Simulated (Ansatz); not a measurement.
Crystal: CuI (Marshite).

```
CELL_PARAMETERS angstrom
0.00000 3.03150 3.03150
3.03150 0.00000 3.03150
3.03150 3.03150 0.00000
ATOMIC_POSITIONS crystal
I 0.00000 0.00000 0.00000
Cu 0.75000 0.75000 0.75000
```

Program: Ansatz 0.2.0. Alike in all runs: cell as given.

Task: Order these runs on this cell by their pressure, lowest first.
A. level RPBE; potentials or basis all-electron LAPW, scalar-relativistic; spin off; k mesh 8 × 8 × 8; cutoff (eV) 283; smearing fermi-dirac 0.05 eV; basis error allowed 0.001 eV/atom
B. level PBE; potentials or basis all-electron LAPW, scalar-relativistic; spin off; k mesh 5 × 5 × 5; cutoff (eV) 248; smearing fermi-dirac 0.06 eV; basis error allowed 0.003 eV/atom
C. level LDA; potentials or basis all-electron LAPW, scalar-relativistic; spin off; k mesh 8 × 8 × 8; cutoff (eV) 283; smearing fermi-dirac 0.05 eV; basis error allowed 0.001 eV/atom
D. level PBEsol; potentials or basis all-electron LAPW, relativistic spinors; spin SOC, no magnetisation; k mesh 6 × 6 × 6; cutoff (eV) 283; smearing fermi-dirac 0.05 eV; basis error allowed 0.001 eV/atom

Result: C (-4.4 GPa), D (-2.5 GPa), B (0.4 GPa), A (2.4 GPa).

Not every run made on this cell is shown here.
